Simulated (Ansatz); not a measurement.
All numbers below come from DFT PBE, scalar-relativistic, plane waves, PAW in Ansatz. All cells share a 420 eV cutoff and Γ-centred k meshes spaced at most about 0.3 Å⁻¹ (about 0.25 or finer for metals, 2π included). No spin polarisation.

These are static total energies at zero pressure.

Question: Order these relaxed structures of Li2H by energy, lowest first, with the energy over the lowest of them.
1.

```
CELL_PARAMETERS angstrom
2.80862 0.00000 0.00000
-1.40431 2.43234 0.00000
0.00000 0.00000 10.24584
ATOMIC_POSITIONS crystal
Li 0.33333 0.66667 0.37210
Li 0.66667 0.33333 0.87209
Li 0.33333 0.66667 0.12790
Li 0.66667 0.33333 0.62791
H 0.00000 0.00000 0.25000
H 0.00000 0.00000 0.75000
```

2.

```
CELL_PARAMETERS angstrom
2.83736 0.00000 0.00000
-1.41868 2.45723 0.00000
0.00000 0.00000 4.98847
ATOMIC_POSITIONS crystal
Li 0.33333 0.66667 0.26430
Li 0.66667 0.33333 0.73571
H 0.00000 0.00000 0.50000
```

Answer: 2 (0 meV/atom), 1 (38 meV/atom). Forms: cell 2 anti-cadmium iodide type, P-3m1; cell 1 P6_3/mmc. Counting H atoms around Li (those within 1.25 times the shortest such distance or 1.15 times the sum of covalent radii): cell 2 has Li 3; cell 1 has Li 3. Both come from invented guesses. Shaken at random and relaxed again, cell 2 came back.

With hydrogen, zero-point motion can shift such differences by 10 meV/atom or more. Cells without such a test can be saddle points. Some candidate types were left out of the draw beforehand, so a known form may be missing.
